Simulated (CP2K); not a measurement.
Si3N4:

```
Si N
1.0
     4.13078    0.00000    0.00000
     0.00000    4.13078    0.00000
     0.00000    0.00000    4.13078
Si N
3 4
Direct
  0.00000 0.00000 0.50000
  0.50000 0.00000 0.00000
  0.00000 0.50000 0.00000
  0.23952 0.23952 0.76048
  0.76048 0.76048 0.76048
  0.23952 0.76048 0.23952
  0.76048 0.23952 0.23952
```

The cell was built by a generator and needn't be a form met in nature.

Base run:

```yaml
Program: CP2K 2026.2
Functional: PBE
Potentials_or_basis: POTENTIAL_UZH Si GTH-PBE-q4, N GTH-PBE-q5; ccGRB-D basis
Density_cutoff: 6803 eV
k_mesh: 5 × 5 × 5
Occupations: fermi-dirac, width 0.05 eV
Spin: no spin polarisation
```

Its results: band gap on the k mesh 2.65 eV, indirect (least direct gap 2.79 eV); pressure 8.8 GPa; largest force 0.543 eV/Å.

Task: The run is repeated on the same cell with these changes: potentials or basis from POTENTIAL_UZH Si GTH-PBE-q4, N GTH-PBE-q5; ccGRB-D basis to POTENTIAL_UZH Si GTH-PBE-q4, N GTH-PBE-q5; TZV2P-MOLOPT-PBE-GTH basis; basis sets from Si ccGRB-D-q4, N ccGRB-D-q5 to Si TZV2P-MOLOPT-PBE-GTH-q4, N TZV2P-MOLOPT-PBE-GTH-q5. What comes out?

Result: Band gap on the k mesh 2.77 eV, indirect (least direct gap 2.93 eV); pressure -1.5 GPa; largest force 0.114 eV/Å.

Caveats: an odd mesh through Γ misses points on the zone boundary, where band edges often lie; the basis of atomic orbitals isn't converged, which shifts pressures, moduli and gaps.
